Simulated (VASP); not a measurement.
Write the native input for VASP 6.6.1 that does the following.

| Item | Value |
| --- | --- |
| Task | relaxation of cell and atoms |
| Functional | r2SCAN |
| Dispersion | rVV10 |
| Potentials or basis | VASP PAW PBE potentials, release 64 (Ti_sv, Al) |
| Cutoff | 600 eV |
| k mesh | 16 × 16 × 16 |
| Occupations | gaussian, width 0.1 eV |
| Spin | no spin polarisation |
| Further INCAR settings | ALGO = Normal; EDIFF = 1e-07; IBRION = 2; EDIFFG = -0.005; NSW = 90; ISIF = 3 |

The structure of TiAl3 lies in POSCAR:

```
TiAl3
1.0
   -1.9111067700      1.9111067700      4.2806687900
    1.9111067700     -1.9111067700      4.2806687900
    1.9111067700      1.9111067700     -4.2806687900
Ti Al
1 3
Direct
    0.0000000000      0.0000000000      0.0000000000
    0.5000000000      0.5000000000      0.0000000000
    0.7500000000      0.2500000000      0.5000000000
    0.2500000000      0.7500000000      0.5000000000
```

The cell comes from a database or a generator and needn't be the stable form of this composition.

The input as run:

INCAR

```
SYSTEM = TiAl3
PREC = Accurate
ENCUT = 600
EDIFF = 1E-7
ISMEAR = 0
SIGMA = 0.1
LREAL = .False.
LASPH = .True.
NELM = 60
ALGO = Normal
ISIF = 3
LWAVE = .False.
LCHARG = .False.
METAGGA = R2SCAN
LMIXTAU = .True.
LUSE_VDW = .True.
IVDW_NL = 2
BPARAM = 11.95
CPARAM = 0.0093
IBRION = 2
NSW = 90
EDIFFG = -0.005
```

KPOINTS

```
regular mesh
0
Gamma
  16 16 16
  0 0 0
```

Potentials or basis: VASP PAW PBE potentials, release 64 (Ti_sv, Al).

Launch:

```console
$ cat potpaw_PBE.64/Ti_sv/POTCAR potpaw_PBE.64/Al/POTCAR > POTCAR
$ mpirun -np 1 vasp_std > vasp.out
```

Results of the run:

* Relaxed volume: 15.57 Å³/atom
* Relaxed cell: a = 5.056 Å, b = 5.056 Å, c = 5.056 Å, α = 135.64°, β = 135.64°, γ = 64.54°
* Space group after relaxing (to 0.05 Å): I4/mmm (No. 139)
* Energy gained by relaxing: 0.1 meV/atom
* Ionic steps: 3
* Pressure after relaxing: 0.0 GPa
* Band gap on the k mesh: none (metal or under the smearing width)

Caveat: the PAW data sets were made with another functional, which shifts forces and pressure a little.

It took 40 min on 1 thread of Intel(R) Xeon(R) 6975P-C (Granite Rapids) (shared host), peak memory 0.82 GiB.
